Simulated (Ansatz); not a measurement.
Level of theory: DFT PBE, scalar-relativistic, plane waves, PAW in Ansatz 0.2.0. All cells share a 420 eV cutoff and Γ-centred k meshes spaced at most about 0.3 Å⁻¹ (about 0.25 or finer for metals, 2π included). No spin polarisation.

All energies are static (0 K, no zero-point motion).

Question: Order these relaxed structures of SnGe5 by energy, lowest first, with the energy over the lowest of them.
A.

```xyz
6
Lattice="7.7267 0.0000 0.0000 0.0000 7.7267 0.0000 0.0000 0.0000 2.7375" Properties=species:S:1:pos:R:3 pbc="T T T"
Sn    0.0000    0.0000    1.3688
Ge    2.0308    2.0308    1.3688
Ge    5.6959    5.6959    1.3688
Ge    5.6959    2.0308    1.3688
Ge    2.0308    5.6959    1.3688
Ge    3.8633    3.8633    1.3688
```

B.

```xyz
6
Lattice="5.5151 0.0000 0.0000 -2.7576 4.7763 0.0000 0.0000 0.0000 5.0439" Properties=species:S:1:pos:R:3 pbc="T T T"
Sn    0.0000    0.0000    0.0000
Ge    0.0000    3.1842    0.0000
Ge    2.7576    1.5921    0.0000
Ge    2.7576    0.0000    2.5220
Ge    1.3788    2.3881    2.5220
Ge   -1.3788    2.3881    2.5220
```

C.

```xyz
6
Lattice="3.3127 0.0000 0.0000 0.0000 3.7054 0.0000 0.0000 0.0000 10.1742" Properties=species:S:1:pos:R:3 pbc="T T T"
Sn    0.0000    0.0000    5.0871
Ge    0.0000    0.0000    1.6468
Ge    1.6563    1.8527    3.0727
Ge    1.6563    1.8527    7.1015
Ge    0.0000    0.0000    8.5275
Ge    1.6563    1.8527    0.0000
```

D.

```xyz
6
Lattice="3.1530 0.0000 0.0000 -1.5765 2.7306 0.0000 0.0000 0.0000 14.7225" Properties=species:S:1:pos:R:3 pbc="T T T"
Sn    0.0000    0.0000    0.0000
Ge    1.5765    0.9102    9.7510
Ge    0.0000    0.0000    7.3613
Ge    0.0000    1.8204    4.9715
Ge    1.5765    0.9102    2.7469
Ge    0.0000    1.8204   11.9757
```

Answer: C (0 meV/atom), D (24 meV/atom), B (69 meV/atom), A (289 meV/atom). Forms: C Pmmm; D P-3m1; B CaCu5 type, P6/mmm; A P4/mmm. Counting Ge atoms around Sn (those within 1.25 times the shortest such distance or 1.15 times the sum of covalent radii; a plus sign parts nearer from farther groups; the shortest distance is added where it is long for a bond): C has Sn 10 from 3.2 Å; D has Sn 6 from 3.3 Å; B has Sn 6+12 from 3.2 Å; A has Sn 4. All come from invented guesses. Even the lowest of the cells shown lies +0.28 eV/atom against the elements.

The k mesh leaves some 4 meV/atom of noise in the energy of each metallic cell. Cells relaxed within their symmetry can be saddle points. Some structure types and database cells were kept out of the candidates from the start, so a known form may be missing.
